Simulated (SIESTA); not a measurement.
Sb:

```
Sb
1.0
     2.15420    1.24373    3.75800
    -2.15420    1.24373    3.75800
     0.00000   -2.48746    3.75800
Sb
2
Direct
  0.76651 0.76651 0.76651
  0.23349 0.23349 0.23349
```

| Quantity | Value |
| --- | --- |
| Program | SIESTA 5.4.2 |
| Task | relaxation of cell and atoms |
| Functional | PW91 |
| Potentials or basis | PseudoDojo 0.4 standard (PBE files) |
| Basis | DZP (energy shift 0.003 Ry; two zetas on semicore shells) |
| Grid cutoff | 500 Ry |
| Energy shift | 0.003 Ry |
| k mesh | 8 × 8 × 8 |
| Occupations | fermi-dirac, width 0.05 eV |
| Spin | no spin polarisation |

At the start: pressure 3.7 GPa; volume 30.21 Å³/atom.

Problem. How do energy, volume and symmetry change on relaxing?

Solution. Over 8 steps the energy falls by 22.3 meV/atom and the volume is 32.04 Å³/atom (+6.1 %); space group R-3m (No. 166, to 0.05 Å).

Step by step:
| step | energy change (eV) | largest force (eV/Å) | pressure (GPa) | volume (Å³) |
| --- | --- | --- | --- | --- |
| 1 | 0.0000 | 0.3620 | 3.71 | 60.41 |
| 2 | -0.0211 | 0.2291 | 2.61 | 61.32 |
| 3 | -0.0432 | 0.0389 | 0.28 | 63.57 |
| 4 | -0.0435 | 0.0556 | 0.06 | 63.80 |
| 5 | -0.0438 | 0.0525 | 0.00 | 63.91 |
| 6 | -0.0444 | 0.0232 | -0.09 | 64.14 |
| 7 | -0.0445 | 0.0075 | -0.05 | 64.13 |
| 8 | -0.0445 | 0.0003 | -0.01 | 64.08 |

Final structure:
```
Sb
1.0
     2.20399    1.27247    3.80833
    -2.20399    1.27247    3.80833
     0.00000   -2.54495    3.80833
Sb
2
Direct
  0.76573 0.76573 0.76573
  0.23427 0.23427 0.23427
```

Caveat: the potentials were made for another functional, which shifts forces and pressure; the basis of atomic orbitals isn't converged, which shifts pressures, moduli and gaps.
